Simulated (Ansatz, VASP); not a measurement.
## Two plane-wave programs on SiW

```xyz
2
Lattice="3.2798 0.0000 0.0000 0.0000 3.2798 0.0000 0.0000 0.0000 3.2798" Properties=species:S:1:pos:R:3 pbc="T T T"
Si    0.0000    0.0000    0.0000
W     1.6399    1.6399    1.6399
```

Alike in both runs: task relaxation of cell and atoms; functional PBE; k mesh 6 × 6 × 6; occupations gaussian, width 0.1 eV; no spin polarisation.

|  | VASP | Ansatz |
| --- | --- | --- |
| version | VASP 6.6.1 | Ansatz 0.2.0 |
| potentials or method | VASP PAW PBE potentials, release 64 (Si, W_sv) | scalar-relativistic, plane waves, PAW |
| plane-wave cutoff (eV) | 600 | 420 |
| valence electrons in the cell | 18 | 18 |

Ansatz gave:

| Item | Value |
| --- | --- |
| gap on the k mesh at the Fermi level, each at its own relaxed structure (eV) | none |
| relaxed volume (Å³/atom) | 14.39 |
| relaxed cell length with the largest relative difference (Å) | 3.065 |
| energy change over the relaxation (meV/atom) | -368 |

Estimate VASP's values.

gap on the k mesh at the Fermi level, each at its own relaxed structure (eV): none; relaxed volume (Å³/atom): 14.40; relaxed cell length with the largest relative difference (Å): 3.065; energy change over the relaxation (meV/atom): -366.

A gap of «none» marks a metal or a gap that the smearing closes.

Caveats: the volume moved by over 15 % at a fixed basis, so the end points are rough (VASP). The runs have no spin-orbit coupling, so splittings on W are missing.
